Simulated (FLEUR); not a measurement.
**InPd: equation of state with SCAN**

InPd:

```
CELL_PARAMETERS angstrom
3.27188 0.00000 0.00000
0.00000 3.27188 0.00000
0.00000 0.00000 3.27188
ATOMIC_POSITIONS crystal
In 0.00000 0.00000 0.00000
Pd 0.50000 0.50000 0.50000
```

The cell comes from a database or a generator and needn't be the stable form of this composition.

| Quantity | Value |
| --- | --- |
| Program | FLEUR MaX-R8.1 (later development tree) |
| Task | equation of state |
| Functional | SCAN |
| Potentials or basis | all-electron |
| Basis | FLAPW |
| Kmax | 4.3 1/bohr |
| k mesh | 8 × 8 × 8 |
| Occupations | fermi-dirac, width 0.05 eV |
| Spin | no spin polarisation |
| Gmax | 13.3 1/bohr |
| Muffin-tin radii | In 2.28, Pd 2.53 bohr |
| lmax | In 9, Pd 10 |
| lnonsphr | In 9, Pd 10 |
| Local orbitals a species | In 5, Pd 5 |

```yaml
Equilibrium_volume: 17.22 Å³/atom
Bulk_modulus: 138 GPa
```

Energy against volume, from the lowest point:
| volume (Å³/atom) | energy (meV/atom) |
| --- | --- |
| 16.462 | 13.54 |
| 16.813 | 2.04 |
| 17.513 | 0.00 |
| 18.214 | 19.79 |
| 18.564 | 36.41 |

Caveat: the meta-GGA is that of a development version, with a GGA for the radial functions and cores and without core tails.
